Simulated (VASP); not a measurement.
# GaN (P6_3mc) in VASP: further runs

The runs below take GaN through relaxation of cell and atoms, with AM05, PBEsol, PBE.

Everything below comes from runs of VASP 6.6.1. Logs are shortened: lines on timing, memory, paths and dates and some standing lists are left out, and cuts for length are marked.

### Step 1. The crystal as given

The structure is hexagonal, space group P6_3mc (No. 186). Conventional cell: a = 3.178 Å, b = 3.178 Å, c = 5.183 Å, α = 90.00°, β = 90.00°, γ = 120.00°. Ga (site symmetry 3m) is surrounded by 4 N at 1.94 to 1.95 Å. N (site symmetry 3m) has 4 Ga at 1.94 to 1.95 Å as nearest neighbours.

### Step 2. Relaxation of cell and atoms, AM05

Input file INCAR:

```
SYSTEM = GaN
PREC = Accurate
ENCUT = 600
EDIFF = 1E-7
ISMEAR = 0
SIGMA = 0.03
LREAL = .False.
LASPH = .True.
NELM = 80
ALGO = Normal
ISIF = 3
LWAVE = .False.
LCHARG = .False.
GGA = AM
IBRION = 2
NSW = 90
EDIFFG = -0.005
```

Input file KPOINTS:

```
regular mesh
0
Gamma
  12 12 5
  0 0 0
```

Input file POSCAR:

```
GaN                                     
1.0
    3.1781705650      0.0000000000     -0.0000000000
   -1.5890852825      2.7523764468      0.0000000000
    0.0000000000      0.0000000000      5.1826844280
  Ga              N             
     2     2
Direct
     0.3333333332999970    0.6666666667000030    0.9992983298597742
     0.6666666667000030    0.3333333332999970    0.4992983298597742
     0.3333333332999970    0.6666666667000030    0.3757016701402258
     0.6666666667000030    0.3333333332999970    0.8757016701402258
```

Potentials or basis: VASP PAW PBE potentials, release 64 (Ga_d, N).

Started as:

```console
cat potpaw_PBE.64/Ga_d/POTCAR potpaw_PBE.64/N/POTCAR > POTCAR
mpirun -np 1 vasp_std > vasp.out
```

OUTCAR:

```text
SYSTEM = GaN
   PREC = Accurate
   ENCUT = 600
   EDIFF = 1E-7
   ISMEAR = 0
   LREAL = .False.
   LASPH = .True.
   NELM = 80
   ISIF = 3
   GGA = AM
   IBRION = 2
   NSW = 90
   EDIFFG = -0.005

 ion  position               nearest neighbor table
   1  0.333  0.667  0.999-   4 1.94   4 1.94   4 1.94   3 1.95
   2  0.667  0.333  0.499-   3 1.94   3 1.94   3 1.94   4 1.95
   3  0.333  0.667  0.376-   2 1.94   2 1.94   2 1.94   1 1.95
   4  0.667  0.333  0.876-   1 1.94   1 1.94   1 1.94   2 1.95

  LATTYP: Found a hexagonal cell.
 ALAT       =     3.1781705650
 C/A-ratio  =     1.6307131169

  Lattice vectors:

 A1 = (   3.1781705650,   0.0000000000,   0.0000000000)
 A2 = (  -1.5890852825,   2.7523764468,   0.0000000000)
 A3 = (   0.0000000000,   0.0000000000,   5.1826844280)

Analysis of symmetry for initial positions (statically):
=====================================================================
 Subroutine PRICEL returns:
 Original cell was already a primitive cell.

 Routine SETGRP: Setting up the symmetry group for a
 hexagonal supercell.

 Subroutine GETGRP returns: Found 12 space group operations
 (whereof  6 operations were pure point group operations)
 out of a pool of 24 trial point group operations.

The static configuration has the point symmetry C_3v.
 The point group associated with its full space group is C_6v.

Analysis of symmetry for dynamics (positions and initial velocities):
=====================================================================
 Subroutine PRICEL returns:
 Original cell was already a primitive cell.

 Routine SETGRP: Setting up the symmetry group for a
 hexagonal supercell.

 Subroutine GETGRP returns: Found 12 space group operations
 (whereof  6 operations were pure point group operations)
 out of a pool of 24 trial point group operations.

The dynamic configuration has the point symmetry C_3v.
 The point group associated with its full space group is C_6v.

 Subroutine INISYM returns: Found 12 space group operations
 (whereof  6 operations are pure point group operations),
 and found     1 'primitive' translations

----------------------------------------------------------------------------------------

                                     Primitive cell

  volume of cell :      45.3356

  direct lattice vectors                    reciprocal lattice vectors
     3.178170565  0.000000000  0.000000000     0.314646423  0.181661197  0.000000000
    -1.589085282  2.752376447  0.000000000     0.000000000  0.363322394  0.000000000
     0.000000000  0.000000000  5.182684428     0.000000000  0.000000000  0.192950201

  length of vectors
     3.178170565  3.178170565  5.182684428     0.363322394  0.363322394  0.192950201

  position of ions in fractional coordinates (direct lattice)
     0.333333333  0.666666667  0.999298330
     0.666666667  0.333333333  0.499298330
     0.333333333  0.666666667  0.375701670
     0.666666667  0.333333333  0.875701670

  ion indices of the primitive-cell ions
   primitive index   ion index
                 1           1
                 2           2
                 3           3
                 4           4

----------------------------------------------------------------------------------------

 KPOINTS: regular mesh

Automatic generation of k-mesh.
 Grid dimensions read from file:
 generate k-points for:   12   12    5

 Generating k-lattice:

  Cartesian coordinates                     Fractional coordinates (reciprocal lattice)
     0.026220535  0.015138433  0.000000000     0.083333333 -0.000000000  0.000000000
     0.000000000  0.030276866  0.000000000     0.000000000  0.083333333  0.000000000
     0.000000000  0.000000000  0.038590040     0.000000000  0.000000000  0.200000000

  Length of vectors
     0.030276866  0.030276866  0.038590040

  Shift w.r.t. Gamma in fractional coordinates (k-lattice)
     0.000000000  0.000000000  0.000000000

 Subroutine IBZKPT returns following result:
 ===========================================

 Found     57 irreducible k-points:

 Following reciprocal coordinates:
            Coordinates               Weight
  0.000000  0.000000  0.000000      1.000000
  0.083333 -0.000000  0.000000      6.000000
  0.166667 -0.000000  0.000000      6.000000
  0.250000  0.000000  0.000000      6.000000
  0.333333 -0.000000  0.000000      6.000000
  0.416667 -0.000000  0.000000      6.000000
[... 16 lines left out ...]
  0.250000  0.000000  0.200000     12.000000
  0.333333 -0.000000  0.200000     12.000000
 [... further k-points ...]
   k-points           NKPTS =     57   k-points in BZ     NKDIM =     57   number of bands    NBANDS=     22
   number of dos      NEDOS =    301   number of ions     NIONS =      4
   total plane-waves  NPLWV =  32928
   dimension x,y,z NGX =    28 NGY =   28 NGZ =   42
   dimension x,y,z NGXF=    56 NGYF=   56 NGZF=   84
   ions per type =               2   2
   NGX,Y,Z   is equivalent  to a cutoff of  14.65, 14.65, 13.47 a.u.
   NGXF,Y,Z  is equivalent  to a cutoff of  29.29, 29.29, 26.94 a.u.
 SYSTEM =  GaN
   PREC   = accura    normal or accurate (medium, high low for compatibility)
   ISTART =      0    job   : 0-new  1-cont  2-samecut
   ICHARG =      2    charge: 1-file 2-atom 10-const
   ISPIN  =      1    spin polarized calculation?
   LNONCOLLINEAR =      F non collinear calculations
   LSORBIT =      F    spin-orbit coupling
   LASPH  =      T    aspherical Exc in radial PAW
   ENCUT  =  600.0 eV  44.10 Ry    6.64 a.u.   6.35  6.35 10.35*2*pi/ulx,y,z
   NELM   =     80;   NELMIN=  2; NELMDL= -5     # of ELM steps
   EDIFF  = 0.1E-06   stopping-criterion for ELM
   LREAL  =      F    real-space projection
   EDIFFG = -.5E-02   stopping-criterion for IOM
   NSW    =     90    number of steps for IOM
   IBRION =      2    ionic relax: 0-MD 1-quasi-New 2-CG
   NFREE  =      1    steps in history (QN), initial steepest desc. (CG)
   ISIF   =      3    stress and relaxation
   ISYM   =      2    0-nonsym 1-usesym 2-fastsym
   POTIM  = 0.5000    time-step for ionic-motion
   TEBEG  =    0.0;   TEEND  =   0.0 temperature during run
   PSTRESS=    0.0 pullay stress
   NELECT =      36.0000    total number of electrons
   NUPDOWN=      -1.0000    fix difference up-down
   EMIN   =  10.00;   EMAX   =-10.00  energy-range for DOS
   EFERMI =   0.00;   METHOD = LEGACY
   ISMEAR =     0;   SIGMA  =   0.03  broadening in eV -4-tet -1-fermi 0-gaus
   EFERMI_NEDOS =   21; number of points for ismear=-14 and -15
   IALGO  =     38    algorithm
   IMIX   =      4    mixing-type and parameters
     AMIX     =   0.40;   BMIX     =  1.00
     AMIX_MAG =   1.60;   BMIX_MAG =  1.00
  volume/ion in A,a.u.               =      11.33        76.49
  Fermi-wavevector in a.u.,A,eV,Ry     =   1.515988  2.864802 31.269172  2.298219
  Thomas-Fermi vector in A             =   2.625438
   LORBIT       =      0    0 simple, 1 ext, 2 COOP (PROOUT), +10 PAW based schemes
   GGA     = AM    functional components
   LHFCALC =     F    Hartree Fock is set to
   AEXX    =    0.0000 exact exchange contribution
   IVDW    =     0    specifies the selected vdW correction
   LEPSILON=     F    determine dielectric tensor
   LRPA    =     F    only Hartree local field effects (RPA)
 conjugate gradient relaxation of ions
 non-spin polarized calculation
 Gauss-broadening in eV      SIGMA  =   0.03
  energy-cutoff  :      600.00
  volume of cell :       45.34
 maximum number of plane-waves:      1529
 NGX is ok and might be reduce to    28
   NGX = 13   NGY = 13   NGZ = 21

--------------------------------------- Ionic step        1  -------------------------------------------

 number of electron      35.9999994 magnetization

 Free energy of the ion-electron system (eV)
  ---------------------------------------------------
  ext. energy  EPLUGINS =         0.00000000
  ---------------------------------------------------
  free energy    TOTEN  =       -25.39085249 eV

  energy without entropy =      -25.39085249  energy(sigma->0) =      -25.39085249

------------------------ aborting loop because EDIFF is reached ----------------------------------------

  FORCE on cell =-STRESS in cart. coord.  units (eV):
  Direction    XX          YY          ZZ          XY          YZ          ZX
  --------------------------------------------------------------------------------------
  -------------------------------------------------------------------------------------
  Total        0.0291218      0.0291218     -0.0462631      0.0000000      0.0000000      0.0000000
  in kB        1.0291750      1.0291750     -1.6349555      0.0000000      0.0000000      0.0000000
  external PRESSURE =       0.1411315 kB  Pullay stress =       0.0000000 kB

 VOLUME and BASIS-vectors are now :
 -----------------------------------------------------------------------------
  energy-cutoff  :      600.00
  volume of cell :       45.34
      direct lattice vectors                 reciprocal lattice vectors
     3.178170565  0.000000000  0.000000000     0.314646423  0.181661197  0.000000000
    -1.589085282  2.752376447  0.000000000     0.000000000  0.363322394  0.000000000
     0.000000000  0.000000000  5.182684428     0.000000000  0.000000000  0.192950201
[... 77 lines left out ...]
 POSITION                                       TOTAL-FORCE (eV/Angst)
 -----------------------------------------------------------------------------------
     -0.00000      1.83571      5.17503        -0.000000      0.000000     -0.007982
      1.58977      0.91785      2.58546        -0.000000      0.000000     -0.007982
     -0.00000      1.83571      1.94630         0.000000     -0.000000      0.007982
      1.58977      0.91785      4.53587         0.000000      0.000000      0.007982
 -----------------------------------------------------------------------------------
    total drift:                               -0.000000     -0.000000      0.000106

  FREE ENERGIE OF THE ION-ELECTRON SYSTEM (eV)
  ---------------------------------------------------
  free  energy   TOTEN  =       -25.3908887848 eV

  energy  without entropy=      -25.3908887848  energy(sigma->0) =      -25.39088878

--------------------------------------- Ionic step        4  -------------------------------------------

 number of electron      35.9999995 magnetization

 Free energy of the ion-electron system (eV)
  ---------------------------------------------------
  ext. energy  EPLUGINS =         0.00000000
  ---------------------------------------------------
  free energy    TOTEN  =       -25.39089386 eV

  energy without entropy =      -25.39089386  energy(sigma->0) =      -25.39089386

 E-fermi :   5.4808     XC(G=0): -11.8523

 val. band max:        5.3191145925   @ k =   0.0000   0.0000   0.0000
 cond. band min:       7.3364910229   @ k =   0.0000   0.0000   0.0000
 fundamental gap:      2.0173764304
 Fermi energy:         5.4807793049

 k-point     1 :       0.0000    0.0000    0.0000
  band No.  band energies     occupation
      1     -10.6873      2.00000
      2      -9.7388      2.00000
      3      -8.1290      2.00000
      4      -8.1141      2.00000
      5      -8.1141      2.00000
      6      -8.0510      2.00000
[... 14 lines left out ...]
     21      14.5275      0.00000
     22      15.1860      0.00000
[... 552 lines left out ...]
  band No.  band energies     occupation
      1      -9.8800      2.00000
      2      -9.5984      2.00000
      3      -8.0663      2.00000
      4      -8.0256      2.00000
      5      -7.9799      2.00000
      6      -7.9066      2.00000
[... 14 lines left out ...]
     21      12.4270      0.00000
     22      13.5480      0.00000

 [... further k-points ...]
[... 5 lines left out ...]
  --------------------------------------------------------------------------------------
  -------------------------------------------------------------------------------------
  Total        0.0161032      0.0161032      0.0115217      0.0000000      0.0000000      0.0000000
  in kB        0.5692357      0.5692357      0.4072828      0.0000000      0.0000000      0.0000000
  external PRESSURE =       0.5152514 kB  Pullay stress =       0.0000000 kB

 VOLUME and BASIS-vectors are now :
 -----------------------------------------------------------------------------
  energy-cutoff  :      600.00
  volume of cell :       45.32
      direct lattice vectors                 reciprocal lattice vectors
     3.179190659  0.000000000  0.000000000     0.314545464  0.181602908 -0.000000000
    -1.589595329  2.753259874  0.000000000     0.000000000  0.363205816  0.000000000
     0.000000000  0.000000000  5.178064425     0.000000000 -0.000000000  0.193122356

 POSITION                                       TOTAL-FORCE (eV/Angst)
 -----------------------------------------------------------------------------------
     -0.00000      1.83551      5.17341         0.000000      0.000000      0.003402
      1.58960      0.91775      2.58438         0.000000     -0.000000      0.003402
     -0.00000      1.83551      1.94643        -0.000000     -0.000000     -0.003402
      1.58960      0.91775      4.53546        -0.000000      0.000000     -0.003402
 -----------------------------------------------------------------------------------
    total drift:                               -0.000000     -0.000000     -0.000464

  FREE ENERGIE OF THE ION-ELECTRON SYSTEM (eV)
  ---------------------------------------------------
  free  energy   TOTEN  =       -25.3908938627 eV

  energy  without entropy=      -25.3908938627  energy(sigma->0) =      -25.39089386

 reached required accuracy - stopping structural energy minimisation
```

Run time: 81 s. Hardware: 1 thread of Intel Xeon 6975P-C (Granite Rapids), shared host; peak memory 0.21 GiB.

What came out:

| Quantity | Value |
| --- | --- |
| Free energy | -25.3909 eV |
| Relaxed volume | 11.33 Å³/atom |
| Relaxed cell | a = 3.179 Å, b = 3.179 Å, c = 5.178 Å, α = 90.00°, β = 90.00°, γ = 120.00° |
| Space group after relaxing (to 0.05 Å) | P6_3mc (No. 186) |
| Energy gained by relaxing | 0.0 meV/atom |
| Ionic steps | 4 |
| Pressure after relaxing | 0.1 GPa |
| Largest force after relaxing | 0.003 eV/Å |
| Band gap on the k mesh | 2.02 eV, direct |

Forces in eV/Å, atoms in the order of the input:
```
Ga   0.000  0.000  0.003
Ga   0.000  0.000  0.003
N    0.000  0.000 -0.003
N    0.000  0.000 -0.003
```

Final structure:
```xyz
4
Lattice="3.1792 0.0000 0.0000 -1.5896 2.7533 0.0000 0.0000 0.0000 5.1781" Properties=species:S:1:pos:R:3 pbc="T T T"
Ga    0.0000    1.8355    5.1734
Ga    1.5896    0.9178    2.5844
N     0.0000    1.8355    1.9464
N     1.5896    0.9178    4.5355
```

Caveat: the PAW data sets were made with another functional, which shifts forces and pressure a little. Expect the measured gap to be larger: semilocal functionals such as AM05 lack the derivative discontinuity.

(Continued in part 2 of 3.)
